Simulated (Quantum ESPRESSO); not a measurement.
# TiNi (P4/mmm) in Quantum ESPRESSO: equation of state

How stiff is TiNi in PBEsol, and what volume does it want? The cell is scaled to several volumes.

Everything below comes from runs of Quantum ESPRESSO 7.5. Logs are shortened: lines on timing, memory, paths and dates and some standing lists are left out, and cuts for length are marked.

## Step 1: The crystal as given

The structure is tetragonal, space group P4/mmm (No. 123). The conventional cell has a = 2.736 Å, b = 2.736 Å, c = 3.581 Å, α = 90.00°, β = 90.00°, γ = 90.00°. Around Ni (site symmetry 4/mmm) lie 8 Ti at 2.64 Å and 4 Ni at 2.74 Å. Ti (site symmetry 4/mmm) is surrounded by 8 Ni at 2.64 Å and 4 Ti at 2.74 Å.

The cell comes from a database or a generator and needn't be the stable form of this composition.

## Step 2: Single point, PBEsol, collinear spin, ferromagnetic start, 12.60 Å³/atom

File pw.in:

```
&CONTROL
  calculation = 'scf'
  prefix = 'pwscf'
  outdir = './tmp'
  pseudo_dir = './pseudo'
  tprnfor = .true.
  tstress = .true.
  disk_io = 'nowf'
/
&SYSTEM
  ibrav = 0
  nat = 2
  ntyp = 2
  ecutwfc = 45
  ecutrho = 360
  nbnd = 25
  occupations = 'smearing'
  smearing = 'fd'
  degauss = 0.00367493
  nspin = 2
  starting_magnetization(1) = 0.0556
  starting_magnetization(2) = 0.0833
/
&ELECTRONS
  conv_thr = 4d-10
  electron_maxstep = 120
  mixing_beta = 0.3
/
ATOMIC_SPECIES
Ni    58.6934 ni_pbesol_v1.4.uspp.F.UPF
Ti    47.8670 ti_pbesol_v1.4.uspp.F.UPF
CELL_PARAMETERS angstrom
   2.6799546150    0.0000000000    0.0000000000
   0.0000000000    2.6799546150    0.0000000000
   0.0000000000    0.0000000000    3.5082994856
ATOMIC_POSITIONS crystal
Ni     0.0000000000    0.0000000000    0.0000000000
Ti     0.5000000000    0.5000000000    0.5000000000
K_POINTS automatic
10 10 8 0 0 0
```

Potentials or basis: GBRV 1.5 PBEsol.

Command:

```bash
> OMP_NUM_THREADS=1 mpirun -n 2 pw.x -nk 2 -in pw.in > pw.out
```

pw.out:

```text
This program is part of the open-source Quantum ESPRESSO suite
     for quantum simulation of materials; please cite
[... 6 lines left out ...]
     using ibrav=0 with symmetry is DISCOURAGED, use correct ibrav instead

     K-points division:     npool     =       2
     Subspace diagonalization in iterative solution of the eigenvalue problem:
     a serial algorithm will be used

     G-vector sticks info
     --------------------
     sticks:   dense  smooth     PW     G-vecs:    dense   smooth      PW
     Sum         741     365    121                19621     6905    1305

     Using Slab Decomposition

     bravais-lattice index     =            0
     lattice parameter (alat)  =       5.0644  a.u.
     unit-cell volume          =     170.0388 (a.u.)^3
     number of atoms/cell      =            2
     number of atomic types    =            2
     number of electrons       =        30.00
     number of Kohn-Sham states=           25
     kinetic-energy cutoff     =      45.0000  Ry
     charge density cutoff     =     360.0000  Ry
     scf convergence threshold =      4.0E-10
     mixing beta               =       0.3000
     number of iterations used =            8  plain     mixing
     Exchange-correlation= SLA  PW   PSX  PSC
                           (   1   4  10   8   0   0   0)

     celldm(1)=   5.064380  celldm(2)=   0.000000  celldm(3)=   0.000000
     celldm(4)=   0.000000  celldm(5)=   0.000000  celldm(6)=   0.000000

     crystal axes: (cart. coord. in units of alat)
               a(1) = (   1.000000   0.000000   0.000000 )
               a(2) = (   0.000000   1.000000   0.000000 )
               a(3) = (   0.000000   0.000000   1.309089 )

     reciprocal axes: (cart. coord. in units 2 pi/alat)
               b(1) = (  1.000000  0.000000  0.000000 )
               b(2) = (  0.000000  1.000000  0.000000 )
               b(3) = (  0.000000  0.000000  0.763890 )

     PseudoPot. # 1 for Ni read from file:
     ni_pbesol_v1.4.uspp.F.UPF
     Pseudo is Ultrasoft + core correction, Zval = 18.0
     Generated by new atomic code, or converted to UPF format
     Using radial grid of  865 points,  6 beta functions with:
                l(1) =   0
                l(2) =   0
                l(3) =   1
                l(4) =   1
                l(5) =   2
                l(6) =   2
     Q(r) pseudized with 10 coefficients,  rinner =    0.980   0.980   0.980
                                                       0.980   0.980

     PseudoPot. # 2 for Ti read from file:
     ti_pbesol_v1.4.uspp.F.UPF
     Pseudo is Ultrasoft + core correction, Zval = 12.0
     Generated by new atomic code, or converted to UPF format
     Using radial grid of  851 points,  6 beta functions with:
                l(1) =   0
                l(2) =   0
                l(3) =   1
                l(4) =   1
                l(5) =   2
                l(6) =   2
     Q(r) pseudized with  6 coefficients,  rinner =    1.000   1.000   1.000
                                                       1.000   1.000

     atomic species   valence    mass     pseudopotential
     Ni               18.00    58.69340     Ni( 1.00)
     Ti               12.00    47.86700     Ti( 1.00)

     Starting magnetic structure
     atomic species   magnetization
     Ni              0.056
     Ti              0.083

     16 Sym. Ops., with inversion, found

   Cartesian axes

     site n.     atom                  positions (alat units)
         1        Ni     tau(   1) = (   0.0000000   0.0000000   0.0000000  )
         2        Ti     tau(   2) = (   0.5000000   0.5000000   0.6545446  )

     number of k points=   105  Fermi-Dirac smearing, width (Ry)=  0.0037

     Number of k-points >= 100: set verbosity='high' to print them.

     Dense  grid:    19621 G-vectors     FFT dimensions: (  32,  32,  45)

     Smooth grid:     6905 G-vectors     FFT dimensions: (  24,  24,  30)

     Check: negative core charge=   -0.000015
     Generating pointlists ...
     new r_m :   0.3975 (alat units)  2.0129 (a.u.) for type    1
     new r_m :   0.3975 (alat units)  2.0129 (a.u.) for type    2

     Initial potential from superposition of free atoms

     starting charge      27.0000, renormalised to      30.0000

     negative rho (up, down):  6.859E-04 5.804E-04
     Starting wfcs are   23 randomized atomic wfcs +    2 random wfcs

     Self-consistent Calculation

     iteration #  1     ecut=    45.00 Ry     beta= 0.30
     Davidson diagonalization with overlap
     ethr =  1.00E-02,  avg # of iterations =  5.6

     negative rho (up, down):  1.961E-04 2.006E-04

     total energy              =    -442.63211966 Ry
     estimated scf accuracy    <      65.64974066 Ry

     total magnetization       =     0.36 Bohr mag/cell
     absolute magnetization    =     0.38 Bohr mag/cell

     iteration #  2     ecut=    45.00 Ry     beta= 0.30
     Davidson diagonalization with overlap
     ethr =  1.00E-02,  avg # of iterations =  3.1

     negative rho (up, down):  3.258E-04 3.277E-04

     total energy              =    -462.94752910 Ry
     estimated scf accuracy    <      24.28475515 Ry

     total magnetization       =     0.06 Bohr mag/cell
     absolute magnetization    =     0.08 Bohr mag/cell

     iteration #  3     ecut=    45.00 Ry     beta= 0.30
     Davidson diagonalization with overlap
     ethr =  1.00E-02,  avg # of iterations =  2.1

     negative rho (up, down):  4.658E-04 4.678E-04

     total energy              =    -461.70176858 Ry
     estimated scf accuracy    <       6.80247291 Ry

     total magnetization       =     0.10 Bohr mag/cell
     absolute magnetization    =     0.11 Bohr mag/cell

     iteration #  4     ecut=    45.00 Ry     beta= 0.30
     Davidson diagonalization with overlap
     ethr =  1.00E-02,  avg # of iterations =  2.1

     negative rho (up, down):  5.168E-04 5.953E-04

     total energy              =    -461.86875119 Ry
     estimated scf accuracy    <       0.67963687 Ry
[... 208 lines left out ...]
     iteration # 22     ecut=    45.00 Ry     beta= 0.30
     Davidson diagonalization with overlap
     ethr =  3.85E-10,  avg # of iterations =  2.0

     negative rho (up, down):  4.198E-04 4.198E-04

     total energy              =    -462.28359190 Ry
     estimated scf accuracy    <          1.8E-09 Ry

     total magnetization       =     0.00 Bohr mag/cell
     absolute magnetization    =     0.00 Bohr mag/cell

     iteration # 23     ecut=    45.00 Ry     beta= 0.30
     Davidson diagonalization with overlap
     ethr =  6.06E-12,  avg # of iterations =  2.0

     negative rho (up, down):  4.198E-04 4.198E-04

     total energy              =    -462.28359190 Ry
     estimated scf accuracy    <          4.1E-10 Ry

     total magnetization       =    -0.00 Bohr mag/cell
     absolute magnetization    =     0.00 Bohr mag/cell

     iteration # 24     ecut=    45.00 Ry     beta= 0.30
     Davidson diagonalization with overlap
     ethr =  1.35E-12,  avg # of iterations =  2.0

     negative rho (up, down):  4.198E-04 4.198E-04

     Magnetic moment per site  (integrated on atomic sphere of radius R)
     atom   1 (R=0.397)  charge= 17.0003  magn=  0.0000
     atom   2 (R=0.397)  charge= 10.0947  magn=  0.0000

     End of self-consistent calculation

     Number of k-points >= 100: set verbosity='high' to print the bands.

     the Fermi energy is    17.1163 ev

!    total energy              =    -462.28359191 Ry
     estimated scf accuracy    <          1.1E-10 Ry
     smearing contrib. (-TS)   =      -0.00145160 Ry
     internal energy E=F+TS    =    -462.28214031 Ry

     The total energy is F=E-TS. E is the sum of the following terms:
     one-electron contribution =    -247.87924041 Ry
     hartree contribution      =     140.46799060 Ry
     xc contribution           =     -53.16188948 Ry
     ewald contribution        =    -301.70900102 Ry

     total magnetization       =     0.00 Bohr mag/cell
     absolute magnetization    =     0.00 Bohr mag/cell

     convergence has been achieved in  24 iterations

     negative rho (up, down):  4.198E-04 4.198E-04

     Forces acting on atoms (cartesian axes, Ry/au):

     atom    1 type  1   force =     0.00000000    0.00000000    0.00000000
     atom    2 type  2   force =     0.00000000    0.00000000    0.00000000

     Total force =     0.000000     Total SCF correction =     0.000000

     Computing stress (Cartesian axis) and pressure

     negative rho (up, down):  4.198E-04 4.198E-04
          total   stress  (Ry/bohr**3)                   (kbar)     P=       40.29
   0.00029699   0.00000000   0.00000000           43.69        0.00        0.00
   0.00000000   0.00029699   0.00000000            0.00       43.69        0.00
   0.00000000   0.00000000   0.00022764            0.00        0.00       33.49

=------------------------------------------------------------------------------=
   JOB DONE.
=------------------------------------------------------------------------------=
```

It took 71 s on 2 MPI ranks of AMD EPYC 7R43 (Zen 3), shared host; peak memory 0.24 GiB.

Results:

```
Free energy                                           : -6289.6887 eV
Pressure                                              : 4.0 GPa
Band gap on the k mesh                                : none (metal or under the smearing width)
Net moment                                            : 0.00 μB per cell
Absolute moment                                       : 0.00 μB per cell
Valence electrons inside the program's atomic spheres : Ni 17.00; Ti 10.09
```

## Step 3: Single point, PBEsol, collinear spin, ferromagnetic start, 12.87 Å³/atom

Changes to pw.in since step 2:

```diff
@@ -32,5 +32,5 @@
 CELL_PARAMETERS angstrom
-   2.6799546150    0.0000000000    0.0000000000
-   0.0000000000    2.6799546150    0.0000000000
-   0.0000000000    0.0000000000    3.5082994856
+   2.6988281566    0.0000000000    0.0000000000
+   0.0000000000    2.6988281566    0.0000000000
+   0.0000000000    0.0000000000    3.5330066341
 ATOMIC_POSITIONS crystal
```

Potentials or basis: GBRV 1.5 PBEsol.

Command:

```bash
> OMP_NUM_THREADS=1 mpirun -n 2 pw.x -nk 2 -in pw.in > pw.out
```

Wall time 76 s (2 MPI ranks of AMD EPYC 7R43 (Zen 3), shared host); peak memory 0.24 GiB.

Results (log left out):

- Free energy: -6289.6961 eV
- Pressure: 0.2 GPa
- Band gap on the k mesh: none (metal or under the smearing width)
- Net moment: 0.00 μB per cell
- Absolute moment: 0.00 μB per cell
- Valence electrons inside the program's atomic spheres: Ni 17.02; Ti 10.10

## Step 4: Single point, PBEsol, collinear spin, ferromagnetic start, 13.13 Å³/atom

Changes to pw.in since step 3:

```diff
@@ -32,5 +32,5 @@
 CELL_PARAMETERS angstrom
-   2.6988281566    0.0000000000    0.0000000000
-   0.0000000000    2.6988281566    0.0000000000
-   0.0000000000    0.0000000000    3.5330066341
+   2.7174413528    0.0000000000    0.0000000000
+   0.0000000000    2.7174413528    0.0000000000
+   0.0000000000    0.0000000000    3.5573729670
 ATOMIC_POSITIONS crystal
```

Command:

```bash
> OMP_NUM_THREADS=1 mpirun -n 2 pw.x -nk 2 -in pw.in > pw.out
```

Wall time 98 s (2 MPI ranks of AMD EPYC 7R43 (Zen 3), shared host); peak memory 0.24 GiB.

The run converged. Its results:

| Quantity | Value |
| --- | --- |
| Free energy | -6289.6914 eV |
| Pressure | -3.3 GPa |
| Band gap on the k mesh | none (metal or under the smearing width) |
| Net moment | 0.00 μB per cell |
| Absolute moment | 0.00 μB per cell |
| Valence electrons inside the program's atomic spheres | Ni 17.03; Ti 10.11 |

## Step 5: Single point, PBEsol, collinear spin, ferromagnetic start, 13.40 Å³/atom

Changes to pw.in since step 4:

```diff
@@ -32,5 +32,5 @@
 CELL_PARAMETERS angstrom
-   2.7174413528    0.0000000000    0.0000000000
-   0.0000000000    2.7174413528    0.0000000000
-   0.0000000000    0.0000000000    3.5573729670
+   2.7358030000    0.0000000000    0.0000000000
+   0.0000000000    2.7358030000    0.0000000000
+   0.0000000000    0.0000000000    3.5814100000
 ATOMIC_POSITIONS crystal
```

Command:

```bash
> OMP_NUM_THREADS=1 mpirun -n 2 pw.x -nk 2 -in pw.in > pw.out
```

Run time: 83 s. Hardware: 2 MPI ranks of AMD EPYC 7R43 (Zen 3), shared host; peak memory 0.24 GiB.

The run converged. Its results:

```yaml
Free_energy: -6289.6758 eV
Pressure: -6.3 GPa
Band_gap_on_the_k_mesh: none (metal or under the smearing width)
Net_moment: 0.00 μB per cell
Absolute_moment: 0.00 μB per cell
Valence_electrons_inside_the_program's_atomic_spheres: Ni 17.05; Ti 10.12
```

## Step 6: Single point, PBEsol, collinear spin, ferromagnetic start, 13.67 Å³/atom

Changes to pw.in since step 5:

```diff
@@ -32,5 +32,5 @@
 CELL_PARAMETERS angstrom
-   2.7358030000    0.0000000000    0.0000000000
-   0.0000000000    2.7358030000    0.0000000000
-   0.0000000000    0.0000000000    3.5814100000
+   2.7539214287    0.0000000000    0.0000000000
+   0.0000000000    2.7539214287    0.0000000000
+   0.0000000000    0.0000000000    3.6051286382
 ATOMIC_POSITIONS crystal
```

Potentials or basis: GBRV 1.5 PBEsol.

Command:

```bash
> OMP_NUM_THREADS=1 mpirun -n 2 pw.x -nk 2 -in pw.in > pw.out
```

Run time: 77 s. Hardware: 2 MPI ranks of AMD EPYC 7R43 (Zen 3), shared host; peak memory 0.26 GiB.

Results (log left out):

| Quantity | Value |
| --- | --- |
| Free energy | -6289.6503 eV |
| Pressure | -9.1 GPa |
| Band gap on the k mesh | none (metal or under the smearing width) |
| Net moment | 0.00 μB per cell |
| Absolute moment | 0.00 μB per cell |
| Valence electrons inside the program's atomic spheres | Ni 17.06; Ti 10.13 |

## Step 7: Single point, PBEsol, collinear spin, ferromagnetic start, 13.94 Å³/atom

Changes to pw.in since step 6:

```diff
@@ -32,5 +32,5 @@
 CELL_PARAMETERS angstrom
-   2.7539214287    0.0000000000    0.0000000000
-   0.0000000000    2.7539214287    0.0000000000
-   0.0000000000    0.0000000000    3.6051286382
+   2.7718045364    0.0000000000    0.0000000000
+   0.0000000000    2.7718045364    0.0000000000
+   0.0000000000    0.0000000000    3.6285392204
 ATOMIC_POSITIONS crystal
```

Command:

```bash
> OMP_NUM_THREADS=1 mpirun -n 2 pw.x -nk 2 -in pw.in > pw.out
```

Wall time 89 s (2 MPI ranks of AMD EPYC 7R43 (Zen 3), shared host); peak memory 0.24 GiB.

It converged, with:

| Item | Value |
| --- | --- |
| Free energy | -6289.6161 eV |
| Pressure | -11.6 GPa |
| Band gap on the k mesh | none (metal or under the smearing width) |
| Net moment | 0.00 μB per cell |
| Absolute moment | 0.00 μB per cell |
| Valence electrons inside the program's atomic spheres | Ni 17.08; Ti 10.14 |

## Step 8: Single point, PBEsol, collinear spin, ferromagnetic start, 14.21 Å³/atom

Changes to pw.in since step 7:

```diff
@@ -32,5 +32,5 @@
 CELL_PARAMETERS angstrom
-   2.7718045364    0.0000000000    0.0000000000
-   0.0000000000    2.7718045364    0.0000000000
-   0.0000000000    0.0000000000    3.6285392204
+   2.7894598184    0.0000000000    0.0000000000
+   0.0000000000    2.7894598184    0.0000000000
+   0.0000000000    0.0000000000    3.6516515584
 ATOMIC_POSITIONS crystal
```

Command:

```bash
> OMP_NUM_THREADS=1 mpirun -n 2 pw.x -nk 2 -in pw.in > pw.out
```

Run time: 87 s. Hardware: 2 MPI ranks of AMD EPYC 7R43 (Zen 3), shared host; peak memory 0.26 GiB.

It converged, with:

- Free energy: -6289.5740 eV
- Pressure: -13.8 GPa
- Band gap on the k mesh: none (metal or under the smearing width)
- Net moment: 0.00 μB per cell
- Absolute moment: 0.00 μB per cell
- Valence electrons inside the program's atomic spheres: Ni 17.09; Ti 10.15

## Step 9: Equation of state, PBEsol, collinear spin, ferromagnetic start

Potentials or basis: GBRV 1.5 PBEsol.

This step only gathers the single runs of the series.

What came out:

```yaml
Equilibrium_volume: 12.89 Å³/atom
Bulk_modulus_at_fixed_shape_and_positions: 173 GPa
Pressure_derivative_of_the_bulk_modulus: 4.3
```

Energy against volume, from the lowest point:
| volume (Å³/atom) | energy (meV/atom) |
| --- | --- |
| 12.599 | 3.72 |
| 12.867 | 0.00 |
| 13.135 | 2.36 |
| 13.403 | 10.19 |
| 13.671 | 22.90 |
| 13.939 | 40.01 |
| 14.207 | 61.06 |

Caveat: the cell was scaled at fixed shape and fractional positions, which overstates the stiffness of a crystal with free parameters, most of all of layers and chains.
